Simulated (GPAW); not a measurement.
The system is BAs.

```xyz
2
Lattice="0.0000 2.3885 2.3885 2.3885 0.0000 2.3885 2.3885 2.3885 0.0000" Properties=species:S:1:pos:R:3 pbc="T T T"
As    3.5827    3.5827    3.5827
B     0.0000    0.0000    0.0000
```

Base run:

- Program: GPAW 26.7.0
- Functional: PBE
- Potentials or basis: GPAW PAW data sets (gpaw-data 1.2.1)
- Cutoff: 800 eV
- Basis: pw
- k mesh: 10 × 10 × 10
- Occupations: fermi-dirac, width 0.05 eV
- Spin: no spin polarisation

Its results: band gap on the k mesh 1.18 eV, indirect (least direct gap 3.29 eV).

Q: The run is repeated on the same cell with these changes: functional from PBE to PBEsol0; cutoff from 800 eV to 600 eV; k mesh from 10 × 10 × 10 to 5 × 5 × 5. What comes out?

A: Band gap on the k mesh 2.47 eV, indirect (least direct gap 4.80 eV).

Several settings changed at once, so the effect can't be laid on one alone.

Caveats: some runs use coarse meshes; an odd mesh through Γ misses points on the zone boundary, where band edges often lie (some runs).
